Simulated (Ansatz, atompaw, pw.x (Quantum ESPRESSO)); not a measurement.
# From atom to crystal: PAW (atompaw) potential for Te

- Element: tellurium (Te)
- Generator: atompaw 4.2.0.5
- Type: PAW
- Functional: PBEsol
- Relativity: scalar-relativistic
- Frozen core: [Kr] 4d10
- Valence charge: 6
- Reference configuration: 5s2 5p4
- Partial waves: 5s (bound): rc 1.85 bohr; 5s channel at 1.5 Ry: rc 2.55 bohr; 5p (bound): rc 2.50 bohr; 5p channel at 2.1 Ry: rc 2.55 bohr; 5d channel at 0.4 Ry: rc 2.55 bohr; 5d channel at 2.25 Ry: rc 2.55 bohr
- Local potential: ultrasoft scheme with l = 3 at 0 Ry, radius 2.10 bohr
- Core correction: smooth core density matched at 1.40 bohr
- Augmentation charge: sinc compensation charge, radius 2.15 bohr; PAW radius 2.55 bohr; waves and projectors: custom polynom2 7 10 vanderbiltortho

Atomic tests: cutoffs needed: 15 Ry and 35 Ry (the cutoffs (Ry, on a coarse ladder) from which the occupation-weighted sum of valence levels, in a spherical-Bessel basis at the reference potential, stays within 10 and 1 mRy of its value at 400 Ry); ghost test: no extra level below or beside the all-electron valence levels (s, p, d, f tested) (spherical-Bessel basis up to 400 Ry, 20 bohr box); lowest eigenvalue of the overlap operator: 0.69 (s channel).

Crystal test: fcc Te in pw.x 7.5, no spin, 12³ k-points, Fermi–Dirac smearing 0.01 Ry, cutoffs 45/450 Ry. The reference is all-electron LAPW (Ansatz 0.2.0) with the same functional, mesh and smearing; V0 and B0 come from Birch–Murnaghan fits to the pressures at five volumes. Errors are pseudo minus all-electron; Δ is the rms difference of the E(V) curves that follow from these fits, minima aligned, over ±6 % about the mean V0. Mesh and smearing are coarse, so the numbers serve the comparison and aren't converged zero-temperature values; the lattice is a test structure that the element need not adopt.

All-electron: a0 = 4.756 Å (V0 = 26.89 Å³/atom), B0 = 63.4 GPa.

Q: How far does the potential miss the all-electron equation of state?

A: mean pressure error (GPa): -0.85; a0 (Å): 4.735; a0 error (%): -0.44; B0 error (%): +2.5; Δ (meV/atom): 5.0. The logarithmic derivative shows an extra or strongly shifted pseudo pole above the reference energy (s near 0.76 Ry).

| V (Å³/atom) | P all-electron (GPa) | P pseudo (GPa) |
| --- | --- | --- |
| 25.498 | 3.82 | 2.85 |
| 26.169 | 1.84 | 0.94 |
| 26.840 | 0.12 | -0.72 |
| 27.511 | -1.37 | -2.15 |
| 28.182 | -2.66 | -3.39 |

Q: At the middle volume, how do free energy and pressure move when the wave cutoff is lowered (ecutrho held at 450 Ry)?

A:

| cutoff (Ry) | shift of F (meV/atom) | shift of P (GPa) |
| --- | --- | --- |
| 20 | +57.1 | -0.79 |
| 27 | +11.7 | -0.09 |
| 36 | +5.4 | -0.15 |

The 8 pw.x runs together took about 80 s on one core of a shared server CPU.
